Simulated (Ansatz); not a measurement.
# CaF2: a single-point run

Wanted: a converged single-point run for CaF2, and a check of what comes out. The structure is shown as the input types it.

Computed with Ansatz 0.2.0 (density functional or hybrid calculation with the settings of its input, plane waves (as first typed), unless a step's input says otherwise).

6 further runs of the same task are left out: 1 for a known fault of the program, 5 that didn't finish.

### 1 The structure to begin with

It takes space group Fm-3m (No. 225, cubic). Conventional cell: a = 5.439 Å, b = 5.439 Å, c = 5.439 Å, α = 90.00°, β = 90.00°, γ = 90.00°. Around Ca (site symmetry m-3m) lie 8 F at 2.36 Å. Around F (site symmetry -43m) lie 4 Ca at 2.36 Å.

Structure file:

```
CELL_PARAMETERS angstrom
0.00000 2.71959 2.71959
2.71959 0.00000 2.71959
2.71959 2.71959 0.00000
ATOMIC_POSITIONS crystal
Ca 0.00000 0.00000 0.00000
F 0.25000 0.25000 0.25000
F 0.75000 0.75000 0.75000
```

### 2 Input and run

File input.yaml:

```yaml
crystal:
  lattice:
    - [0.0, 2.7195929736, 2.7195929736]
    - [2.7195929736, 0.0, 2.7195929736]
    - [2.7195929736, 2.7195929736, 0.0]
  atoms:
    - { symbol: Ca, position: [0.0, 0.0, 0.0] }
    - { symbol: F, position: [0.25, 0.25, 0.25] }
    - { symbol: F, position: [0.75, 0.75, 0.75] }
kpoints:
  mp_grid: { grid: [4, 4, 4] }
hamiltonian:
  xc: hse06
scf:
  occupations: { method: fixed }
  n_extra_bands: 4
  max_iter: 5
output:
  forces: true
  stress: true
  eigenvalues: true
```

On the command line:

```bash
$ ansatz run input.yaml --threads 4 --pin off --max-ram 3686MiB --backend cpu --events-out ev --progress --plain --runs-dir out
```

**Question.** How will this run end, and is anything wrong with its input?

The program finished normally, with warnings (stress exchange threshold loose, stress scf threshold loose). Its log warns: «output.stress: scf.convergence.dr2_threshold = 1e-7 eV (the SCF's general default) is looser than the 3e-10 eV advised for a printed stress (1e-10 eV for each atom of the ...»

In the input, scf.max_iter is 5. What could go wrong: too low a cap on iterations. The run converged, but that does not make its result sound.

To check: delete scf.max_iter (the default then holds).
